**Cs against K: half the pressure, almost the same energy**

Squeezed by the same fraction, caesium pushes back with about half the pressure of potassium, yet the energy cost per atom is only about a tenth lower. Most of the contrast comes from volume: a caesium atom is larger, so the same fractional squeeze moves more volume against a weaker pressure. The small drop in energy that remains follows the electric attraction that holds the metal together, which weakens slowly as the atoms grow. The kinetic pressure of the electrons, the most tempting explanation, predicts a drop twice as large.

Uniformly scaled omega (AlB2-type) Rb, K and Cs (91.64, 74.21 and 117.52 Å³ per atom at scale 1; k meshes 5×5×8, 7×7×9 and 6×6×8), in Ansatz 0.2.0 with PBE, scalar-relativistic PAW, 420 eV cutoff, 0.1 eV Fermi-Dirac smearing and no spin polarisation. Energies are for zero smearing, relative to scale 1; pressures include electronic entropy and are positive in compression.

| volume scale | energy change, Rb (meV/atom) | pressure, Rb (GPa) | energy change, K (meV/atom) | pressure, K (GPa) | energy change, Cs (meV/atom) | pressure, Cs (GPa) |
| --- | --- | --- | --- | --- | --- | --- |
| 0.88 | 14.1 | 0.45 | 14.2 | 0.58 | 12.7 | 0.31 |
| 0.92 | 5.9 | 0.28 | 5.8 | 0.35 | 5.4 | 0.19 |
| 0.96 | 1.4 | 0.13 | 1.4 | 0.16 | 1.4 | 0.09 |
| 1 | 0.0 | 0.01 | 0.0 | 0.01 | 0.0 | 0.00 |
| 1.04 | 1.1 | -0.09 | 1.3 | -0.12 | 0.9 | -0.06 |
| 1.08 | 4.2 | -0.17 | 4.7 | -0.22 | 3.8 | -0.12 |
| 1.12 | 9.1 | -0.24 | 9.9 | -0.31 | 8.2 | -0.17 |

**Pressure and energy count different things**

At a volume scale of 0.88 the pressures are 0.58 GPa in potassium and 0.31 GPa in caesium, while the energies are 14.2 and 12.7 meV per atom. Pressure is energy per volume, and the energy column is energy per atom. To pass from one to the other, one multiplies by the volume that each atom gives up.

Two gas cylinders behave in the same way. A large cylinder at low pressure can take as much work to compress as a small one at high pressure. Adding up pressure times volume change from scale 1 to 0.88 gives 14.9 meV for potassium and 12.8 meV for caesium, close to the energy column. This is bookkeeping that any material obeys, so it explains the contrast between the columns but not the size of the energy itself.

The analogy ends at the wall. A gas needs a container, whereas a metal at scale 1 holds itself together at almost no pressure. What does the holding turns out to matter for the rest of the argument.

**Three explanations of the energy**

To compare the metals I add the energies at 0.88 and 1.12. Scale 1 is not exactly the minimum of each curve, and in this sum the small error from that cancels. The sums are 24.1 meV for potassium, 23.2 for rubidium and 20.9 for caesium. Caesium therefore costs 0.87 times as much as potassium, and each explanation has to reproduce that ratio.

The first explanation is that each atom has one valence electron, so each atom costs the same. The ratio would be 1, and pressure would fall simply as the inverse of the volume. That is a fair first guess, but it misses a real drop of 13 percent.

The second is that compression works against the kinetic energy of the valence electrons. Confined to less space, they must move faster, and this does produce a resistance to compression of the right order of magnitude. The kinetic energy of a free-electron gas varies as $V^{-2/3}$, where $V$ is the volume per atom. With 1.58 times the volume, caesium should then cost only 0.74 times as much as potassium.

The third is that the cost comes from a balance. Attraction to the ions pulls the metal inwards, while kinetic energy and repulsion from the ion cores push outwards. At scale 1 the two sides cancel, and compression strengthens the outward push faster than the inward pull. The result is a ratio of 0.89, much nearer to the computed one than either of the others.

**Why the kinetic picture fails**

Consider the limit in which only kinetic energy acts. The electron gas in potassium would then press outwards with between one and two gigapascals at scale 1, where the table has 0.01 GPa. Such a metal would fly apart.

One can rescue the picture by adding a constant inward pressure that cancels the push at scale 1. The energy sum then falls 17 percent short of the computed one in potassium and 29 percent short in caesium. A shortfall that grows along the series means that the dependence on size is wrong, not merely the overall strength.

**The balance as a formula**

Let $r$ be the radius, in bohr, of a sphere that holds one valence electron at scale 1, and let $x$ be the volume scale. In rydberg, and apart from a constant, the energy per electron is

$$
\varepsilon(x)=\frac{A}{x^{2/3}}-\frac{C}{x^{1/3}}+g\ln x+\frac{D}{x},\qquad A=\frac{2.21}{r^2},\quad C=\frac{2.716}{r}.
$$

Here $A$ is the kinetic energy. $C$ joins the attraction to the ion, less the repulsion among the electrons, with exchange, and $g=0.0103$ describes how the electrons avoid one another (correlation). These are standard electron-gas constants. $D$ stands for the repulsion that keeps the valence electron out of the ion core, and it is fixed by requiring zero pressure at $x=1$:

$$
D=\tfrac13(C-2A)+g .
$$

Inserting this into the second derivative at $x=1$ gives the stiffness per atom,

$$
S=\tfrac29\,(C-A)+g .
$$

The attraction lowers the energy, yet it enters the stiffness with a positive sign. A stronger pull needs a stronger core repulsion to balance it, and that repulsion is the steepest term in the formula. The pull thus sets the scale of the cost, although the push supplies the resistance.

**Rubidium worked through**

Rubidium is the metal for which the formula does worst. Its volume of 91.64 Å³ gives $r=5.29$, hence $A=0.079$ and $C=0.514$. The stiffness is

$$
S=\tfrac29\,(0.514-0.079)+0.0103\approx0.107\ \text{Ry}\approx1.46\ \text{eV}.
$$

For small changes each side costs $\tfrac12S(x-1)^2$, so the two ends together cost $S\times0.12^2\approx21$ meV. The table gives 23.2 meV. The only input from the calculation was the volume at which the pressure vanishes; the energies were not used.

With the full curve instead of its curvature, the energy sums come out 3 to 8 percent below the computed ones for the three metals. Without the correlation term the shortfall in potassium would be 15 percent, because correlation adds to the inward pull and so calls for more core repulsion. Kinetic energy does the reverse: it takes over part of the outward push from that steeper term, and so enters the stiffness with a minus sign. The printed analysis below sets the formula beside the kinetic picture.

**Why the drop is so gentle**

Volume exaggerates the difference between these atoms. Caesium has 1.58 times the volume of potassium but only $1.58^{1/3}\approx1.17$ times the radius, and electric attraction depends on the radius. In the limit where attraction and core repulsion are the only terms, the cost varies as $1/r$ and the ratio is $1/1.17\approx0.86$.

That limit lies even closer to the table than the full formula does. The ratio therefore speaks for a cost governed by attraction and against one governed by the kinetic energy of a free-electron gas, but it does not weigh the smaller terms. Nor does the absolute size: kinetic energy lowers the stiffness and correlation raises it, so the two partly cancel. With both left out of $S$, rubidium would cost about 22 meV instead of 21, slightly nearer to the table. Their presence in the formula rests on electron-gas theory.

The full formula makes caesium slightly too stiff relative to potassium. The misfit in the ratio is about 3 percent, no larger than the errors of the formula in the energy sums themselves, so it gives no ground for seeking a special cause in caesium.

**How far the comparison carries**

The decision rests on potassium and caesium. In compression, rubidium and potassium agree to within 0.1 meV, and their k meshes differ, so their order there deserves no explanation. The meshes of potassium and caesium have similar spacings, though convergence with the mesh was not tested. The entropy term from the electronic smearing does not upset the result: with free energies in place of the tabulated energies, the ratio of caesium to potassium is 0.86 instead of 0.87.

The formula knows the volume of an atom but not the arrangement of its neighbours. Its success is therefore no argument for the omega structure, which is not the form these metals take under ordinary conditions. The cells also keep their proportions along each curve, so the energies belong to uniform scaling and not to a sample free to change shape.

For a similar metal with one valence electron, the reasoning runs in two steps. First estimate the energy cost per atom, which falls slowly as the radius grows. Then divide by the volume per atom to see how the pressure compares. The second step makes large alkali atoms look so soft: per cubic metre, squeezing caesium to 0.88 costs a little over half as much as squeezing potassium, although per atom the two are nearly alike.

Printed output of the fit:

```
Pressure at scale 0.88, K over Cs (ratio): 1.871
Volume per atom, Cs over K (ratio): 1.584
Work from the tabulated pressures, scale 1 to 0.88, K (meV/atom): 14.91
Work from the tabulated pressures, scale 1 to 0.88, Cs (meV/atom): 12.76
Energy at 0.88 plus energy at 1.12, K (meV/atom): 24.1
Energy at 0.88 plus energy at 1.12, Rb (meV/atom): 23.2
Energy at 0.88 plus energy at 1.12, Cs (meV/atom): 20.9
Energy sum, Rb over K, table (ratio): 0.9627
Energy sum, Cs over K, table (ratio): 0.8672
Energy sum, Rb over K, full balance (ratio): 0.9497
Energy sum, Cs over K, full balance (ratio): 0.8929
Energy sum, Rb over K, kinetic gas only (ratio): 0.8688
Energy sum, Cs over K, kinetic gas only (ratio): 0.736
Full balance less table, energy sum, K (percent): -6.245
Full balance less table, energy sum, Rb (percent): -7.504
Full balance less table, energy sum, Cs (percent): -3.466
Full balance without correlation less table, energy sum, K (percent): -14.83
Kinetic gas only less table, energy sum, K (percent): -16.77
Kinetic gas only less table, energy sum, Rb (percent): -24.88
Kinetic gas only less table, energy sum, Cs (percent): -29.36
Unopposed kinetic pressure of the gas at scale 1, K (GPa): 1.783
Free-energy sum, Cs over K, same runs (ratio): 0.8562
Energy change from the full balance:
   row  model K in meV  model Rb in meV  model Cs in meV
  0.88            13.2            12.54            11.79
  0.92           5.514            5.237            4.924
  0.96           1.298            1.233            1.159
   1.0               0                0                0
  1.04           1.159            1.101            1.035
  1.08           4.396            4.174            3.924
  1.12            9.39            8.917            8.382
```
